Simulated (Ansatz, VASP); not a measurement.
# One calculation of Yb, two programs

```xyz
1
Lattice="0.0000 2.5215 2.5215 2.5215 0.0000 2.5215 2.5215 2.5215 0.0000" Properties=species:S:1:pos:R:3 pbc="T T T"
Yb    0.0000    0.0000    0.0000
```

Change from the starting cell: volume scaled by 0.9, LAPW.

Alike in both runs: task single point; functional PBE; k mesh 14 × 14 × 14; occupations fermi-dirac, width 0.08 eV; no spin polarisation.

```csv
,VASP,Ansatz
version,VASP 6.6.1,Ansatz 0.2.0
potentials or method,"VASP PAW PBE potentials, release 64 (Yb), cutoff 520 eV","all-electron LAPW, scalar-relativistic"
```

VASP gave:

| Item | Value |
| --- | --- |
| pressure (GPa) | 2.1 |

Task: Which values does Ansatz return?

Result: Pressure (GPa): 2.4.

Ansatz ran all-electron here, so the differences hold the error of VASP's frozen core and of both bases.

Spin-orbit coupling is left out, which matters for the levels of Yb. Spin polarisation is off, so any magnetic state and its effect on volume and gap are missing.
